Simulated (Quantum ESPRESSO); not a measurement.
Crystal: Ba.

```
CELL_PARAMETERS angstrom
-2.50650 2.50650 2.50650
2.50650 -2.50650 2.50650
2.50650 2.50650 -2.50650
ATOMIC_POSITIONS crystal
Ba 0.00000 0.00000 0.00000
```

Base run:

```yaml
Program: Quantum ESPRESSO 7.5
Functional: PBE
Potentials_or_basis: PseudoDojo 0.4.1 SR PBE standard
Cutoff: 599 eV
Density_cutoff: 2395 eV
k_mesh: 8 × 8 × 8
Occupations: fermi-dirac, width 0.05 eV
Spin: no spin polarisation
```

Its results: band gap on the k mesh none (metal or under the smearing width); pressure 0.0 GPa.

The run is repeated on the same cell with these changes: functional from PBE to LDA; potentials or basis from PseudoDojo 0.4.1 SR PBE standard to PseudoDojo 0.4.1 SR LDA standard. What comes out?

Band gap on the k mesh none (metal or under the smearing width); pressure -1.3 GPa.

Caveats: this release of the barium file is off; spin-orbit coupling is left out, which moves the levels of the heavy elements.
